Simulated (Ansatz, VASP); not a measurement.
# HfB: VASP beside Ansatz

```
Hf B
1.0
     0.00000    2.31000    2.31000
     2.31000    0.00000    2.31000
     2.31000    2.31000    0.00000
Hf B
1 1
Direct
  0.50000 0.50000 0.50000
  0.00000 0.00000 0.00000
```

Alike in both runs: task relaxation of cell and atoms; functional BLYP; k mesh 10 × 10 × 10; occupations fermi-dirac, width 0.05 eV; no spin polarisation.

|  | VASP | Ansatz |
| --- | --- | --- |
| version | VASP 6.6.1 | Ansatz 0.2.0 |
| potentials or method | VASP PAW PBE potentials, release 64 (Hf_pv, B) | Ansatz PAW |
| plane-wave cutoff (eV) | 600 | 420 |
| valence electrons in the cell | 13 | 29 |

Ansatz gave:

```
gap on the k mesh at the Fermi level, each at its own relaxed structure (eV) : none
relaxed volume (Å³/atom)                                                     : 14.59
relaxed cell length with the largest relative difference (Å)                 : 3.456
energy change over the relaxation (meV/atom)                                 : -225
```

What did VASP give for the same quantities?

gap on the k mesh at the Fermi level, each at its own relaxed structure (eV): none; relaxed volume (Å³/atom): 14.64; relaxed cell length with the largest relative difference (Å): 3.459; energy change over the relaxation (meV/atom): -239.

A gap of «none» marks a metal or a gap that the smearing closes. The two sets of potentials don't hold the same shells in valence.

Caveats: the volume moved by over 15 % at a fixed basis, so the end points are rough; the PAW data sets were made with another functional, which shifts forces and pressure a little (VASP); the plane-wave basis is chosen anew once the cell has moved, so the energies of steps on either side of that aren't comparable (Ansatz); the PAW data sets come from PBE, with cores solved anew for the run's functional, which leaves a small shift of forces and pressure (Ansatz). BLYP gives volumes clearly too large for solids. Zero-point motion and thermal expansion aren't in these numbers.
